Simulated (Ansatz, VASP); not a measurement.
## One calculation of Ag, two programs

INCAR

```
PREC = Accurate
ENCUT = 520
EDIFF = 1E-8
ISMEAR = -1
SIGMA = 0.05
LREAL = False
LASPH = True
NELM = 100
ALGO = Normal
ISIF = 2
LWAVE = False
LCHARG = False
GGA = PE
LEFG = True
NBANDS = 12
```

File KPOINTS:

```
Automatic mesh
0
Gamma
  12 12 12
```

POSCAR

```
Ag
1.0
    2.8054182542      0.0000000000      0.0000000000
    0.0000000000      2.8054182542      0.0000000000
    0.0000000000      0.0000000000      2.8054182542
Ag
1
Direct
    0.0000000000      0.0000000000      0.0000000000
```

Input for Ansatz:

```yaml
crystal:
  lattice:
    - [2.8054182542, 0.0, 0.0]
    - [0.0, 2.8054182542, 0.0]
    - [0.0, 0.0, 2.8054182542]
  atoms:
    - { symbol: Ag, position: [0.0, 0.0, 0.0] }
kpoints:
  mp_grid: { grid: [12, 12, 12] }
scf:
  occupations: { method: fermi_dirac, width: 0.05 }
hamiltonian:
  xc: pbe
  pseudopotentials: { kind: paw }
output:
  forces: true
  stress: true
  eigenvalues: true
  efg: { contact_densities: true }
```

Change from the starting cell: volume scaled by 1.06, PAW files.

Alike in both runs: task electric field gradients; functional PBE; k mesh 12 × 12 × 12; occupations fermi-dirac, width 0.05 eV; no spin polarisation.

```csv
,VASP,Ansatz
version,VASP 6.6.1,Ansatz 0.2.0
potentials or method,"VASP PAW PBE potentials, release 64 (Ag)","PAW with Ansatz's default frozen-core files, scalar-relativistic"
plane-wave cutoff (eV),520,420
valence electrons in the cell,11,19
```

```csv
,VASP,Ansatz,Ansatz less VASP
pressure (GPa),-3.3,-3.3,+0.05
Vzz of the field gradient on the site that differs most (V/Å²),0.0,0.0,0.00
```

The two sets of potentials don't hold the same shells in valence. Ansatz warned: «gradients_without_spin_orbit».
